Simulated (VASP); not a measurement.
The system is TePt.

```
Pt Te
1.0
     0.00000    3.24504    3.24504
     3.24504    0.00000    3.24504
     3.24504    3.24504    0.00000
Pt Te
1 1
Direct
  0.00000 0.00000 0.00000
  0.25000 0.25000 0.25000
```

Measurements of this composition are mostly on another form, of space group No. 166.

Base run:

* Program: VASP 6.6.1
* Functional: PBEsol
* Potentials or basis: VASP PAW PBE potentials, release 64 (Pt, Te)
* Cutoff: 520 eV
* k mesh: 5 × 5 × 5
* Occupations: gaussian, width 0.05 eV
* Spin: collinear spin, ferromagnetic start
* Starting moments: [0.5, 0.0] μB
* Hubbard terms: Pt d U = 6 eV

Its results: pressure -14.0 GPa; site moments Pt +0.02; Te +0.01 μB.

The run is repeated on the same cell with these changes: further incar settings from ALGO = Normal; EDIFF = 1e-06 to ALGO = Normal; EDIFF = 1e-07; NBANDS = 19; fixed moment from none to 1 μB. What comes out?

Pressure -13.4 GPa; site moments Pt +0.52; Te +0.25 μB.

Caveats: the PAW data sets were made with another functional, which shifts forces and pressure a little; the U is typed as a test and isn't derived for this compound; the total moment is fixed, so each spin has its own Fermi level (some runs).
